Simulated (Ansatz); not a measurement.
The system is TiTe.

```xyz
2
Lattice="0.0000 3.0501 3.0501 3.0501 0.0000 3.0501 3.0501 3.0501 0.0000" Properties=species:S:1:pos:R:3 pbc="T T T"
Ti    3.0501    3.0501    3.0501
Te    0.0000    0.0000    0.0000
```

The cell comes from a database or a generator and needn't be the stable form of this composition.

Program: Ansatz 0.2.0. Alike in all runs: task single point; potentials or basis Ansatz PAW; no spin polarisation; cell as given; k mesh 8 × 8 × 8; cutoff (eV) 500; smearing fermi-dirac 0.05 eV.

**Question.** Order these runs on this cell by their pressure, lowest first.
A. level r2SCAN+U; U Ti d U = 8 eV; hubbard projectors ortho-atomic (the default); double counting fll (the default)
B. level r2SCAN+U; U Ti d U = 4 eV; hubbard projectors ortho-atomic (the default); double counting fll (the default)
C. level r2SCAN+U; U Ti d U = 2 eV; hubbard projectors ortho-atomic (the default); double counting fll (the default)
D. level r2SCAN+U; U Ti d U = 6 eV; hubbard projectors ortho-atomic (the default); double counting fll (the default)
E. level r2SCAN

**Answer.** E (-11.4 GPa), C (-9.7 GPa), B (-8.1 GPa), D (-6.3 GPa), A (-4.6 GPa).

Caveats: the PAW data sets come from PBE, with cores solved anew for the run's functional, which leaves a small shift of forces and pressure; U without spin polarisation on a metal has little footing (some runs); the U is typed as a test and isn't derived for this compound (some runs).
